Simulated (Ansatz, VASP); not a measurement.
**AgCl: VASP beside Ansatz**

```
Ag Cl
1.0
     0.00000    2.83458    2.83458
     2.83458    0.00000    2.83458
     2.83458    2.83458    0.00000
Ag Cl
1 1
Direct
  0.50000 0.50000 0.50000
  0.00000 0.00000 0.00000
```

Alike in both runs: task single point; functional PBE; k mesh 8 × 8 × 8; occupations gaussian, width 0.02 eV; no spin polarisation.

```csv
,VASP,Ansatz
version,VASP 6.6.1,Ansatz 0.2.0
potentials or method,"VASP PAW PBE potentials, release 64 (Ag, Cl)","scalar-relativistic, plane waves, PAW"
plane-wave cutoff (eV),520,420
valence electrons in the cell,18,26
```

|  | VASP | Ansatz | Ansatz less VASP |
| --- | --- | --- | --- |
| gap on the k mesh at the Fermi level (eV) | 0.93 | 0.94 | +0.003 |
| least direct gap on the mesh (eV) | 2.99 | 2.99 | -0.002 |
| pressure (GPa) | -1.3 | -1.2 | +0.13 |

The two sets of potentials don't hold the same shells in valence.

A k mesh can miss the band edges.
